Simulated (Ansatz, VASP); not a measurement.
# One calculation of ZnH, two programs

```
Zn H
1.0
     0.00000    2.21594    2.21594
     2.21594    0.00000    2.21594
     2.21594    2.21594    0.00000
Zn H
1 1
Direct
  0.00000 0.00000 0.00000
  0.75000 0.75000 0.75000
```

Change from the starting cell: species swapped into the AlP type (F-43m, No. 216).

Alike in both runs: functional PBE; k mesh 22 × 22 × 22; occupations gaussian, width 0.1 eV; no spin polarisation.

Ansatz relaxed the structure, and its values are those at the end. VASP's run is a single point on that final structure, the one shown.

|  | VASP | Ansatz |
| --- | --- | --- |
| version | VASP 6.6.1 | Ansatz 0.2.0 |
| potentials or method | VASP PAW PBE potentials, release 64 (Zn, H) | scalar-relativistic, plane waves, PAW |
| plane-wave cutoff (eV) | 520 | 420 |
| valence electrons in the cell | 13 | 13 |

```csv
,VASP,Ansatz,Ansatz less VASP
gap on the k mesh at the Fermi level (eV),none,none,-
pressure (GPa),0.1,0.0,-0.10
```

A gap of «none» marks a metal or a gap that the smearing closes. With one functional, cell and mesh, what is left measures potentials, basis and numerics.
